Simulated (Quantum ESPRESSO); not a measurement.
A run of Quantum ESPRESSO 7.5 is set up as follows.

Contents of pw.in:

```
&CONTROL
  calculation = 'scf'
  prefix = 'pwscf'
  outdir = './tmp'
  pseudo_dir = './pseudo'
  tprnfor = .true.
  tstress = .true.
  disk_io = 'low'
/
&SYSTEM
  ibrav = 0
  nat = 2
  ntyp = 2
  ecutwfc = 88
  nbnd = 9
  input_dft = 'pz'
  occupations = 'smearing'
  smearing = 'fd'
  degauss = 0.00367493
/
&ELECTRONS
  conv_thr = 4d-10
  electron_maxstep = 120
  mixing_beta = 0.5
/
ATOMIC_SPECIES
N     14.0070 N_ONCV_PBE-1.2.upf
B     10.8100 B_ONCV_PBE-1.2.upf
CELL_PARAMETERS angstrom
   0.0000000000    1.8130010000    1.8130010000
   1.8130010000    0.0000000000    1.8130010000
   1.8130010000    1.8130010000    0.0000000000
ATOMIC_POSITIONS crystal
N      0.2500000000    0.2500000000    0.2500000000
B      0.0000000000    0.0000000000    0.0000000000
K_POINTS automatic
13 13 13 0 0 0
```

The input bands.in:

```
&CONTROL
  calculation = 'bands'
  prefix = 'pwscf'
  outdir = './tmp'
  pseudo_dir = './pseudo'
  disk_io = 'low'
  verbosity = 'high'
/
&SYSTEM
  ibrav = 0
  nat = 2
  ntyp = 2
  ecutwfc = 88
  nbnd = 9
  input_dft = 'pz'
  occupations = 'smearing'
  smearing = 'fd'
  degauss = 0.00367493
/
&ELECTRONS
  conv_thr = 1d-08
  electron_maxstep = 120
  mixing_beta = 0.5
  diago_full_acc = .true.
  startingwfc = 'random'
/
ATOMIC_SPECIES
N     14.0070 N_ONCV_PBE-1.2.upf
B     10.8100 B_ONCV_PBE-1.2.upf
CELL_PARAMETERS angstrom
   0.0000000000    1.8130010000    1.8130010000
   1.8130010000    0.0000000000    1.8130010000
   1.8130010000    1.8130010000    0.0000000000
ATOMIC_POSITIONS crystal
N      0.2500000000    0.2500000000    0.2500000000
B      0.0000000000    0.0000000000    0.0000000000
K_POINTS crystal
60
 0.0000000000  0.0000000000  0.0000000000 1
 0.0625000000  0.0000000000  0.0625000000 1
 0.1250000000  0.0000000000  0.1250000000 1
 0.1875000000  0.0000000000  0.1875000000 1
 0.2500000000  0.0000000000  0.2500000000 1
 0.3125000000  0.0000000000  0.3125000000 1
 0.3750000000  0.0000000000  0.3750000000 1
 0.4375000000  0.0000000000  0.4375000000 1
 0.5000000000  0.0000000000  0.5000000000 1
 0.5000000000  0.0625000000  0.5625000000 1
 0.5000000000  0.1250000000  0.6250000000 1
 0.5000000000  0.1875000000  0.6875000000 1
 0.5000000000  0.2500000000  0.7500000000 1
 0.4375000000  0.3125000000  0.7500000000 1
 0.3750000000  0.3750000000  0.7500000000 1
 0.3375000000  0.3375000000  0.6750000000 1
 0.3000000000  0.3000000000  0.6000000000 1
 0.2625000000  0.2625000000  0.5250000000 1
 0.2250000000  0.2250000000  0.4500000000 1
 0.1875000000  0.1875000000  0.3750000000 1
 0.1500000000  0.1500000000  0.3000000000 1
 0.1125000000  0.1125000000  0.2250000000 1
 0.0750000000  0.0750000000  0.1500000000 1
 0.0375000000  0.0375000000  0.0750000000 1
 0.0000000000  0.0000000000  0.0000000000 1
 0.0625000000  0.0625000000  0.0625000000 1
 0.1250000000  0.1250000000  0.1250000000 1
 0.1875000000  0.1875000000  0.1875000000 1
 0.2500000000  0.2500000000  0.2500000000 1
 0.3125000000  0.3125000000  0.3125000000 1
 0.3750000000  0.3750000000  0.3750000000 1
 0.4375000000  0.4375000000  0.4375000000 1
 0.5000000000  0.5000000000  0.5000000000 1
 0.5250000000  0.4500000000  0.5250000000 1
 0.5500000000  0.4000000000  0.5500000000 1
 0.5750000000  0.3500000000  0.5750000000 1
 0.6000000000  0.3000000000  0.6000000000 1
 0.6250000000  0.2500000000  0.6250000000 1
 0.5833333333  0.2500000000  0.6666666667 1
 0.5416666667  0.2500000000  0.7083333333 1
 0.5000000000  0.2500000000  0.7500000000 1
 0.5000000000  0.2857142857  0.7142857143 1
 0.5000000000  0.3214285714  0.6785714286 1
 0.5000000000  0.3571428571  0.6428571429 1
 0.5000000000  0.3928571429  0.6071428571 1
 0.5000000000  0.4285714286  0.5714285714 1
 0.5000000000  0.4642857143  0.5357142857 1
 0.5000000000  0.5000000000  0.5000000000 1
 0.4821428571  0.4821428571  0.5357142857 1
 0.4642857143  0.4642857143  0.5714285714 1
 0.4464285714  0.4464285714  0.6071428571 1
 0.4285714286  0.4285714286  0.6428571429 1
 0.4107142857  0.4107142857  0.6785714286 1
 0.3928571429  0.3928571429  0.7142857143 1
 0.3750000000  0.3750000000  0.7500000000 1
 0.6250000000  0.2500000000  0.6250000000 1
 0.5937500000  0.1875000000  0.5937500000 1
 0.5625000000  0.1250000000  0.5625000000 1
 0.5312500000  0.0625000000  0.5312500000 1
 0.5000000000  0.0000000000  0.5000000000 1
```

Potentials or basis: SG15 PBE 1.2.

Command:

```sh
$ OMP_NUM_THREADS=1 pw.x -in pw.in > pw.out
$ OMP_NUM_THREADS=1 pw.x -in bands.in > bands.out
```

Question: What does it give for the pressure?

Answer: -4.4 GPa.

Question: Estimate the band gap on the k mesh.

Answer: 4.30 eV, indirect (least direct gap 8.67 eV).

Levels at the corners of the path, in eV from the valence-band top:
| point | band 1 | band 2 | band 3 | band 4 | band 5 | band 6 | band 7 | band 8 | band 9 |
| --- | --- | --- | --- | --- | --- | --- | --- | --- | --- |
| Γ | -20.23 | 0.00 | 0.00 | 0.00 | 8.67 | 8.67 | 8.67 | 10.01 | 24.14 |
| X | -14.62 | -8.96 | -4.94 | -4.94 | 4.23 | 9.00 | 17.67 | 17.67 | 20.38 |
| W | -14.30 | -7.60 | -7.04 | -6.58 | 9.39 | 13.08 | 14.20 | 14.50 | 18.98 |
| K | -14.53 | -8.16 | -7.75 | -4.11 | 6.68 | 12.65 | 15.61 | 16.41 | 18.35 |
| Γ | -20.23 | 0.00 | 0.00 | 0.00 | 8.67 | 8.67 | 8.67 | 10.01 | 24.14 |
| L | -15.99 | -10.76 | -1.95 | -1.95 | 9.91 | 10.55 | 10.55 | 14.93 | 22.88 |
| U | -14.53 | -8.16 | -7.75 | -4.11 | 6.68 | 12.65 | 15.61 | 16.41 | 18.35 |
| W | -14.30 | -7.60 | -7.04 | -6.58 | 9.39 | 13.08 | 14.20 | 14.50 | 18.98 |
| L | -15.99 | -10.76 | -1.95 | -1.95 | 9.91 | 10.55 | 10.55 | 14.93 | 22.88 |
| K | -14.53 | -8.16 | -7.75 | -4.11 | 6.68 | 12.65 | 15.61 | 16.41 | 18.35 |
| U | -14.53 | -8.16 | -7.75 | -4.11 | 6.68 | 12.65 | 15.61 | 16.41 | 18.35 |
| X | -14.62 | -8.96 | -4.94 | -4.94 | 4.23 | 9.00 | 17.67 | 17.67 | 20.38 |

Caveat: the potentials were made for another functional, which shifts forces and pressure.

**The experiment to reproduce.**

A printed reference work, monograph reports, for a bulk crystal of BN at 300 K: band gap 6.4 eV (indirect).

A measured gap of BN is 6.4 eV (indirect; 300 K; a printed reference work, monograph); the calculated 4.23 eV misses it by -2.17 eV. The value is that of LDA, without temperature or zero-point motion. Semilocal functionals fall short of measured gaps as a rule. The cell is a database's relaxed one, not the measured one, which moves gaps too.
